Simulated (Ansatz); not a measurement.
**Relaxing Rh**

Theory: DFT PBE, scalar-relativistic, plane waves, PAW in Ansatz. Cutoff 420 eV, Γ-centred k mesh, Gaussian smearing, no spin polarisation in the final step.

The start is a random cell of Rh with space group P-1 (No. 2), drawn with lower limits on the distances.

```xyz
3
Lattice="3.2678 0.0000 0.0000 0.4713 3.6068 0.0000 0.1487 0.0504 3.7881" Properties=species:S:1:pos:R:3 pbc="T T T"
Rh    1.7268    2.7303    1.8941
Rh    2.1610    0.9269    1.8941
Rh    1.8695    1.8034    0.0000
```

Cell and atoms relax at zero pressure; the relaxation can't lower the symmetry of the start. After a coarse first stage the cell is made exact in the group found at 0.06 Å.

What does it relax into?

It ends in Fm-3m (No. 225). The result has the fcc structure. Conventional cell: a = 3.830 Å. Rh has 12 Rh at 2.71 Å.

```cif
data_structure
_symmetry_space_group_name_H-M 'Fm-3m'
_symmetry_Int_Tables_number 225
_cell_length_a 3.8298
_cell_length_b 3.8298
_cell_length_c 3.8298
_cell_angle_alpha 90.000
_cell_angle_beta 90.000
_cell_angle_gamma 90.000
_cell_volume 56.17
loop_
_atom_site_label
_atom_site_type_symbol
_atom_site_symmetry_multiplicity
_atom_site_Wyckoff_symbol
_atom_site_fract_x
_atom_site_fract_y
_atom_site_fract_z
_atom_site_occupancy
Rh1 Rh 4 b 0.50000 0.00000 0.00000 1
```

What are its volume, density and gap?

The volume per atom is 14.04 Å³ and the density is 12.17 g/cm³. The gap on the 24×24×24 mesh is 0 eV (a metal).

The final run used a 24×24×24 mesh on its 1-atom cell and 0.10 eV smearing. Symmetry constrained the relaxation, so the result can be a saddle point.